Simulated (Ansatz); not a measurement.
Set up this calculation in Ansatz 0.2.0, as the native input.

- Task: single point
- Functional: PBEsol
- Potentials or basis: all-electron LAPW, scalar-relativistic
- Cutoff: 334 eV (chosen from the basis error)
- Basis error allowed: 0.001 eV/atom
- k mesh: 9 × 9 × 9
- Occupations: fermi-dirac, width 0.05 eV
- Spin: no spin polarisation

The system is PbO2.

```xyz
3
Lattice="0.0000 2.7020 2.7020 2.7020 0.0000 2.7020 2.7020 2.7020 0.0000" Properties=species:S:1:pos:R:3 pbc="T T T"
Pb    0.0198    0.0040   -0.0052
O     4.0228    4.0189    4.0321
O     1.3874    1.2948    1.3787
```

The cell comes from a database or a generator and needn't be the stable form of this composition.

The cell isn't the ideal one: atoms moved at random, drawn with an rms of 0.05 Å.

These files were run (other wordings do the same):

input.yaml

```yaml
crystal:
  lattice:
    - [0.0, 2.701992, 2.701992]
    - [2.701992, 0.0, 2.701992]
    - [2.701992, 2.701992, 0.0]
  atoms:
    - { symbol: Pb, position: [-0.003892, 0.001979, 0.005363] }
    - { symbol: O, position: [0.74542, 0.746861, 0.741954] }
    - { symbol: O, position: [0.237996, 0.27224, 0.241215] }
kpoints:
  mp_grid: { grid: [9, 9, 9] }
scf:
  occupations: { method: fermi_dirac, width: 0.05 }
hamiltonian:
  xc: pbesol
  pseudopotentials: { kind: all_electron, lapw: { basis_error: 0.001 } }
output:
  forces: true
  stress: true
  eigenvalues: true
  populations: true
```

Potentials or basis: all-electron LAPW, scalar-relativistic.

Run with:

```sh
$ ansatz run input.yaml --threads 2 --pin off --max-ram 8192MiB --backend cpu --events-out ev --progress --plain --runs-dir out
```

Results of the run:

The pressure is -5.3 GPa. The largest force is 0.483 eV/Å and the band gap on the k mesh is none (metal or under the smearing width). The loewdin charges are Pb +1.35; O -0.63 e.

Wall time 2.4 min on 2 threads of Arm Neoverse V2 (shared host), peak memory 1.3 GiB.
